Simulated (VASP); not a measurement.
TiS2: single point with r2SCAN

The system is TiS2.

```
Ti S
1.0
     3.47161    0.00000    0.00000
    -1.73581    3.00650    0.00000
     0.00000    0.00000    5.79450
Ti S
1 2
Cartesian
  0.0000 0.0000 0.0000
  0.0000 2.0043 1.4486
  1.7358 1.0022 4.3459
```

| Quantity | Value |
| --- | --- |
| Program | VASP 6.6.1 |
| Task | single point |
| Functional | r2SCAN |
| Potentials or basis | VASP PAW PBE potentials, release 64 (Ti_sv, S) |
| Cutoff | 520 eV |
| k mesh | 6 × 6 × 3 |
| Occupations | methfessel-paxton, width 0.02 eV |
| Spin | no spin polarisation |
| Dipole correction | no |
| Further INCAR settings | ALGO = Normal; EDIFF = 1e-06; NBANDS = 19 |

| Property | Result |
| --- | --- |
| Pressure | -4.8 GPa |
| Largest force | 0.857 eV/Å |
| Band gap on the k mesh | 0.26 eV, indirect (least direct gap 0.64 eV) |

Forces in eV/Å, atoms in the order of the input:
```
Ti   0.000  0.000  0.000
S    0.000  0.000 -0.857
S    0.000  0.000  0.857
```

Stress tensor (GPa, compression positive):
```
-4.51  0.00  0.00
 0.00 -4.51  0.00
 0.00  0.00 -5.34
```

Levels at points of the mesh, in eV from the valence-band top:
```
           k point  band 9  band 10  band 11  band 12  band 13  band 14  band 15  band 16
(0.00, 0.00, 0.00)   -2.79    -0.07     0.00     0.00     0.64     0.64     1.09     3.38
(0.50, 0.00, 0.00)   -2.83    -2.66    -2.60    -1.62     0.39     1.60     1.99     3.59
```

It took 48 s on 1 thread of Intel(R) Xeon(R) Platinum 8488C (Sapphire Rapids) (shared host), peak memory 0.19 GiB.

Caveat: the PAW data sets were made with another functional, which shifts forces and pressure a little; an odd mesh through Γ misses points on the zone boundary, where band edges often lie.
